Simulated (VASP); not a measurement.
# Ag (P6_3/mmc) in VASP: a series of runs

Runs on Ag. Level: r2SCAN. Tasks: single point.

Program: VASP 6.6.1. These are calculated values, not measurements. Logs are shortened: lines on timing, memory, paths and dates and some standing lists are left out, and cuts for length are marked.

**1. The crystal as given**

The structure is hexagonal, space group P6_3/mmc (No. 194). The conventional cell has a = 2.922 Å, b = 2.922 Å, c = 4.702 Å, α = 90.00°, β = 90.00°, γ = 120.00°. Around Ag (site symmetry -6m2) lie 12 Ag at 2.89 to 2.92 Å.

This isn't the form of Ag at room conditions, which is fcc.

**2. Single point, r2SCAN**

POSCAR reads:

```
Ag
1.0
    2.9222991408      0.0000000000      0.0000000000
   -1.4611495704      2.5307852934      0.0000000000
    0.0000000000      0.0000000000      4.7016618100
Ag
2
Direct
    0.3333333333      0.6666666667      0.2500000000
    0.6666666667      0.3333333333      0.7500000000
```

INCAR.step1 reads:

```
ALGO = Normal
EDIFF = 1E-4
ENCUT = 520
GGA = PE
ISMEAR = -5
LASPH = True
LCHARG = False
LMAXMIX = 4
LREAL = False
LWAVE = True
NELM = 100
PREC = Accurate
SIGMA = 0.03
```

INCAR.step2 reads:

```
ALGO = Normal
EDIFF = 1E-6
ENCUT = 520
ISIF = 2
ISMEAR = -1
ISTART = 1
LASPH = True
LCHARG = False
LMAXMIX = 4
LMIXTAU = True
LORBIT = 11
LREAL = False
LWAVE = False
METAGGA = R2SCAN
NELM = 100
PREC = Accurate
SIGMA = 0.03
```

KPOINTS reads:

```
k-points
0
Gamma
  13 13 7
```

Potentials or basis: VASP PAW PBE potentials, release 64 (Ag).

Run with:

```console
cat potpaw_PBE.64/Ag/POTCAR > POTCAR
cp INCAR.step1 INCAR
mpirun -np 1 vasp_std > vasp.out
cp INCAR.step2 INCAR
mpirun -np 1 vasp_std > vasp.out
```

OUTCAR:

```text
EDIFF = 1E-6
   ENCUT = 520
   ISIF = 2
   ISMEAR = -1
   ISTART = 1
   LASPH = True
   LORBIT = 11
   LREAL = False
   METAGGA = R2SCAN
   NELM = 100
   PREC = Accurate

 ion  position               nearest neighbor table
   1  0.333  0.667  0.250-   2 2.89   2 2.89   2 2.89   2 2.89   2 2.89   2 2.89
   2  0.667  0.333  0.750-   1 2.89   1 2.89   1 2.89   1 2.89   1 2.89   1 2.89

  LATTYP: Found a hexagonal cell.
 ALAT       =     2.9222991408
 C/A-ratio  =     1.6088913501

  Lattice vectors:

 A1 = (   2.9222991408,   0.0000000000,   0.0000000000)
 A2 = (  -1.4611495704,   2.5307852934,   0.0000000000)
 A3 = (   0.0000000000,   0.0000000000,   4.7016618100)

Analysis of symmetry for initial positions (statically):
=====================================================================
 Subroutine PRICEL returns:
 Original cell was already a primitive cell.

 Routine SETGRP: Setting up the symmetry group for a
 hexagonal supercell.

 Subroutine GETGRP returns: Found 24 space group operations
 (whereof 12 operations were pure point group operations)
 out of a pool of 24 trial point group operations.

The static configuration has the point symmetry D_3d.
 The point group associated with its full space group is D_6h.

Analysis of symmetry for dynamics (positions and initial velocities):
=====================================================================
 Subroutine PRICEL returns:
 Original cell was already a primitive cell.

 Routine SETGRP: Setting up the symmetry group for a
 hexagonal supercell.

 Subroutine GETGRP returns: Found 24 space group operations
 (whereof 12 operations were pure point group operations)
 out of a pool of 24 trial point group operations.

The dynamic configuration has the point symmetry D_3d.
 The point group associated with its full space group is D_6h.

 Subroutine INISYM returns: Found 24 space group operations
 (whereof 12 operations are pure point group operations),
 and found     1 'primitive' translations

----------------------------------------------------------------------------------------

                                     Primitive cell

  volume of cell :      34.7721

  direct lattice vectors                    reciprocal lattice vectors
     2.922299141  0.000000000  0.000000000     0.342196316  0.197567135  0.000000000
    -1.461149570  2.530785293  0.000000000     0.000000000  0.395134270  0.000000000
     0.000000000  0.000000000  4.701661810     0.000000000  0.000000000  0.212690755
[... 96 lines left out ...]
   NUPDOWN=      -1.0000    fix difference up-down
   EMIN   =  10.00;   EMAX   =-10.00  energy-range for DOS
   EFERMI =   0.00;   METHOD = LEGACY
   ISMEAR =    -1;   SIGMA  =   0.03  broadening in eV -4-tet -1-fermi 0-gaus
   EFERMI_NEDOS =   21; number of points for ismear=-14 and -15
   IALGO  =     38    algorithm
   IMIX   =      4    mixing-type and parameters
     AMIX     =   0.40;   BMIX     =  1.00
     AMIX_MAG =   1.60;   BMIX_MAG =  1.00
  volume/ion in A,a.u.               =      17.39       117.33
  Fermi-wavevector in a.u.,A,eV,Ry     =   1.405417  2.655853 26.874194  1.975198
  Thomas-Fermi vector in A             =   2.527880
   LORBIT       =     11    0 simple, 1 ext, 2 COOP (PROOUT), +10 PAW based schemes
   METAGGA = R2SCAN    functional components
   LHFCALC =     F    Hartree Fock is set to
   AEXX    =    0.0000 exact exchange contribution
   IVDW    =     0    specifies the selected vdW correction
   LEPSILON=     F    determine dielectric tensor
   LRPA    =     F    only Hartree local field effects (RPA)
 non-spin polarized calculation
  energy-cutoff  :      520.00
  volume of cell :       34.77
 maximum number of plane-waves:       960
 NGX is ok and might be reduce to    24

 number of electron      22.0000012 magnetization

 Free energy of the ion-electron system (eV)
  ---------------------------------------------------
  ext. energy  EPLUGINS =         0.00000000
  ---------------------------------------------------
  free energy    TOTEN  =       -42.70554781 eV

  energy without entropy =      -42.70382559  energy(sigma->0) =      -42.70468670

 E-fermi :   8.2572     XC(G=0): -12.8317

 val. band max:        8.1971990888   @ k =   0.3846   0.0000   0.4286
 cond. band min:       8.2749696454   @ k =   0.3077   0.2308   0.0000
 fundamental gap:      0.0777705566
 Fermi energy:         8.2571817003

 k-point     1 :       0.0000    0.0000    0.0000
  band No.  band energies     occupation
      1       0.3539      2.00000
      2       1.5633      2.00000
      3       3.1531      2.00000
      4       3.1786      2.00000
      5       3.1786      2.00000
      6       3.4262      2.00000
      7       3.4262      2.00000
      8       3.7055      2.00000
      9       3.7055      2.00000
     10       4.7606      2.00000
     11       4.7606      2.00000
     12       8.0078      1.99951
     13      11.9591      0.00000
     14      24.2761      0.00000
[... 401 lines left out ...]
      2       1.9188      2.00000
      3       2.8638      2.00000
      4       3.2112      2.00000
      5       3.2367      2.00000
      6       3.3652      2.00000
      7       3.6519      2.00000
      8       3.7022      2.00000
      9       3.7631      2.00000
     10       4.0974      2.00000
     11       4.8069      2.00000
     12       8.3440      0.10500
     13      13.6142      0.00000
     14      21.2923      0.00000
     15      23.9311      0.00000

 [... further k-points ...]
[... 5 lines left out ...]
  --------------------------------------------------------------------------------------
  -------------------------------------------------------------------------------------
  Total       -0.3223955     -0.3223955      0.4198899      0.0000000      0.0000000      0.0000000
  in kB      -14.8548456    -14.8548456     19.3470467      0.0000000      0.0000000      0.0000000
  external PRESSURE =      -3.4542148 kB  Pullay stress =       0.0000000 kB

 VOLUME and BASIS-vectors are now :
 -----------------------------------------------------------------------------
  energy-cutoff  :      520.00
  volume of cell :       34.77
      direct lattice vectors                 reciprocal lattice vectors
     2.922299141  0.000000000  0.000000000     0.342196316  0.197567135  0.000000000
    -1.461149570  2.530785293  0.000000000     0.000000000  0.395134270  0.000000000
     0.000000000  0.000000000  4.701661810     0.000000000  0.000000000  0.212690755

 POSITION                                       TOTAL-FORCE (eV/Angst)
 -----------------------------------------------------------------------------------
     -0.00000      1.68719      1.17542        -0.000000     -0.000000      0.000000
      1.46115      0.84360      3.52625         0.000000      0.000000      0.000000
 -----------------------------------------------------------------------------------
    total drift:                               -0.000000      0.000000     -0.000000

  FREE ENERGIE OF THE ION-ELECTRON SYSTEM (eV)
  ---------------------------------------------------
  free  energy   TOTEN  =       -42.7055478116 eV

  energy  without entropy=      -42.7038255850  energy(sigma->0) =      -42.70468670

 total charge

# of ion       s       p       d       tot
------------------------------------------
    1        0.440   0.285   9.179   9.904
    2        0.440   0.285   9.179   9.904
--------------------------------------------------
tot          0.881   0.570  18.357  19.809
```

Wall time 70 s (1 thread of Intel Xeon Platinum 8488C (Sapphire Rapids), shared host); peak memory 0.18 GiB.

What came out:

```yaml
Free_energy: -42.7055 eV
Pressure: -0.3 GPa
Band_gap_on_the_k_mesh: none (metal or under the smearing width)
Valence_electrons_inside_the_program's_atomic_spheres: Ag 9.90
```

Caveat: the PAW data sets were made with another functional, which shifts forces and pressure a little.

**3. Single point, r2SCAN (volume scaled by 0.98)**

POSCAR reads:

```
Ag
1.0
    2.9026858039      0.0000000000      0.0000000000
   -1.4513429020      2.5137996454      0.0000000000
    0.0000000000      0.0000000000      4.6701060820
Ag
2
Direct
    0.3333333333      0.6666666667      0.2500000000
    0.6666666667      0.3333333333      0.7500000000
```

INCAR.step1 reads:

```
SYSTEM = Ag
ALGO = Normal
EDIFF = 1E-4
ENCUT = 520
GGA = PE
ISMEAR = -1
LASPH = .True.
LCHARG = .False.
LREAL = .False.
LWAVE = .True.
NBANDS = 18
NELM = 100
PREC = Accurate
SIGMA = 0.03
```

INCAR.step2 reads:

```
SYSTEM = Ag
ALGO = Normal
EDIFF = 1E-7
ENCUT = 520
ISIF = 2
ISMEAR = -1
ISTART = 1
LASPH = .True.
LCHARG = .True.
LELF = .True.
LMIXTAU = .True.
LREAL = .False.
LVHAR = .True.
LWAVE = .False.
METAGGA = R2SCAN
NBANDS = 18
NELM = 100
PREC = Accurate
SIGMA = 0.03
```

KPOINTS reads:

```
k-points
0
Gamma
  13 13 7
  0 0 0
```

Potentials or basis: VASP PAW PBE potentials, release 64 (Ag).

Run with:

```console
cat potpaw_PBE.64/Ag/POTCAR > POTCAR
cp INCAR.step1 INCAR
mpirun -np 1 vasp_std > vasp.out
cp INCAR.step2 INCAR
mpirun -np 1 vasp_std > vasp.out
```

OUTCAR:

```text
SYSTEM = Ag
   EDIFF = 1E-7
   ENCUT = 520
   ISIF = 2
   ISMEAR = -1
   ISTART = 1
   LASPH = .True.
   LREAL = .False.
   METAGGA = R2SCAN
   NELM = 100
   PREC = Accurate

 ion  position               nearest neighbor table
   1  0.333  0.667  0.250-   2 2.87   2 2.87   2 2.87   2 2.87   2 2.87   2 2.87
   2  0.667  0.333  0.750-   1 2.87   1 2.87   1 2.87   1 2.87   1 2.87   1 2.87

  LATTYP: Found a hexagonal cell.
 ALAT       =     2.9026858039
 C/A-ratio  =     1.6088913501

  Lattice vectors:

 A1 = (   2.9026858039,   0.0000000000,   0.0000000000)
 A2 = (  -1.4513429020,   2.5137996454,   0.0000000000)
 A3 = (   0.0000000000,   0.0000000000,   4.6701060820)

Analysis of symmetry for initial positions (statically):
=====================================================================
 Subroutine PRICEL returns:
 Original cell was already a primitive cell.

 Routine SETGRP: Setting up the symmetry group for a
 hexagonal supercell.

 Subroutine GETGRP returns: Found 24 space group operations
 (whereof 12 operations were pure point group operations)
[... 158 lines left out ...]
 Free energy of the ion-electron system (eV)
  ---------------------------------------------------
  ext. energy  EPLUGINS =         0.00000000
  ---------------------------------------------------
  free energy    TOTEN  =       -42.70210112 eV

  energy without entropy =      -42.70040490  energy(sigma->0) =      -42.70125301

 E-fermi :   8.5455     XC(G=0): -12.9720

 val. band max:        8.4653356579   @ k =   0.3846  -0.0000   0.4286
 cond. band min:       8.5705018087   @ k =   0.3077   0.2308   0.0000
 fundamental gap:      0.1051661508
 Fermi energy:         8.5455267612

 k-point     1 :       0.0000    0.0000    0.0000
  band No.  band energies     occupation
      1       0.4764      2.00000
      2       1.7100      2.00000
      3       3.3576      2.00000
      4       3.3831      2.00000
      5       3.3831      2.00000
      6       3.6405      2.00000
[... 481 lines left out ...]
      5       3.4398      2.00000
      6       3.5766      2.00000
[... 10 lines left out ...]
     17      26.2350      0.00000
     18      26.9242      0.00000

 [... further k-points ...]
[... 5 lines left out ...]
  --------------------------------------------------------------------------------------
  -------------------------------------------------------------------------------------
  Total        0.1292145      0.1292145      0.9188697     -0.0000000      0.0000000      0.0000000
  in kB        6.0752547      6.0752547     43.2023195     -0.0000000      0.0000000      0.0000000
  external PRESSURE =      18.4509430 kB  Pullay stress =       0.0000000 kB

 VOLUME and BASIS-vectors are now :
 -----------------------------------------------------------------------------
  energy-cutoff  :      520.00
  volume of cell :       34.08
      direct lattice vectors                 reciprocal lattice vectors
     2.902685804  0.000000000  0.000000000     0.344508523  0.198902089  0.000000000
    -1.451342902  2.513799645  0.000000000     0.000000000  0.397804177  0.000000000
     0.000000000  0.000000000  4.670106082     0.000000000  0.000000000  0.214127898

 POSITION                                       TOTAL-FORCE (eV/Angst)
 -----------------------------------------------------------------------------------
     -0.00000      1.67587      1.16753        -0.000000      0.000000      0.000000
      1.45134      0.83793      3.50258         0.000000     -0.000000      0.000000
 -----------------------------------------------------------------------------------
    total drift:                                0.000000     -0.000000      0.000000

  FREE ENERGIE OF THE ION-ELECTRON SYSTEM (eV)
  ---------------------------------------------------
  free  energy   TOTEN  =       -42.7021011225 eV

  energy  without entropy=      -42.7004049008  energy(sigma->0) =      -42.70125301
```

OUTCAR.step1:

```text
SYSTEM = Ag
   EDIFF = 1E-4
   ENCUT = 520
   GGA = PE
   ISMEAR = -1
   LASPH = .True.
   LREAL = .False.
[... 728 lines left out ...]
     -0.00000      1.67587      1.16753         0.000000      0.000000      0.000000
      1.45134      0.83793      3.50258        -0.000000     -0.000000      0.000000
 -----------------------------------------------------------------------------------
    total drift:                                0.000000     -0.000000      0.000000

  FREE ENERGIE OF THE ION-ELECTRON SYSTEM (eV)
  ---------------------------------------------------
  free  energy   TOTEN  =        -5.4035265569 eV

  energy  without entropy=       -5.4016648322  energy(sigma->0) =       -5.40259569
```

It took 95 s on 1 thread of Intel Xeon Platinum 8488C (Sapphire Rapids), shared host; peak memory 0.18 GiB.

Results:

```yaml
Free_energy: -42.7021 eV
Pressure: 1.8 GPa
Band_gap_on_the_k_mesh: none (metal or under the smearing width)
```

Stress tensor (GPa, compression positive):
```
0.61 0.00 0.00
0.00 0.61 0.00
0.00 0.00 4.32
```

Caveat: the PAW data sets were made with another functional, which shifts forces and pressure a little.
